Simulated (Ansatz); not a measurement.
Runs of Ansatz 0.2.0 on ZrC. It takes space group Fm-3m (No. 225, cubic). The conventional cell has a = 4.730 Å, b = 4.730 Å, c = 4.730 Å, α = 90.00°, β = 90.00°, γ = 90.00°. Zr (site symmetry m-3m) has 6 C at 2.37 Å as nearest neighbours. C (site symmetry m-3m) has 6 Zr at 2.37 Å as nearest neighbours. 

| task | level | cell | k mesh | cutoff (eV) | smearing | basis error allowed | mesh quality | gap on the mesh (eV) | pressure (GPa) | relaxed volume (Å³/atom) |
| --- | --- | --- | --- | --- | --- | --- | --- | --- | --- | --- |
| single point | PBE | as given | 5 × 5 × 5 | 215 | fermi-dirac 0.04 eV | 0.004 eV/atom | coarse | none | -2.8 | - |
| relaxation of cell and atoms | RPBE+D4 | relaxed | 10 × 10 × 10 | - | fermi-dirac 0.05 eV | 0.001 eV/atom | not flagged | - | 0.0 | 12.85 |
| relaxation of cell and atoms | PBE+D4 | relaxed | 10 × 10 × 10 | - | fermi-dirac 0.05 eV | 0.001 eV/atom | not flagged | - | 0.0 | 12.86 |
| relaxation of cell and atoms | revPBE+D3(BJ) | relaxed | 10 × 10 × 10 | - | fermi-dirac 0.05 eV | 0.001 eV/atom | not flagged | - | 0.0 | 12.63 |
| single point | PBE | as given | 4 × 4 × 4 | 215 | fermi-dirac 0.04 eV | 0.004 eV/atom | coarse | none | -3.7 | - |
| relaxation of cell and atoms | PBEsol | relaxed | 10 × 10 × 10 | - | fermi-dirac 0.05 eV | 0.001 eV/atom | not flagged | - | 0.0 | (b) |
| single point | RPBE | as given | 10 × 10 × 10 | 254 | gaussian 0.05 eV | 0.001 eV/atom | not flagged | none | (a) | - |

Alike in all rows: potentials or basis all-electron LAPW, scalar-relativistic; no spin polarisation.

Q: Fill in the values left out.

A: (a) 0.4; (b) 12.73.

Caveats: some runs use coarse meshes; the k mesh is thin for a metal, which can move the energy by tens of meV per atom (some runs).

A k mesh can miss the band edges, and the runs leave out spin-orbit coupling on Zr.

A gap of «none» marks a metal or a gap under the smearing width.

Not every run made on this cell is shown here.
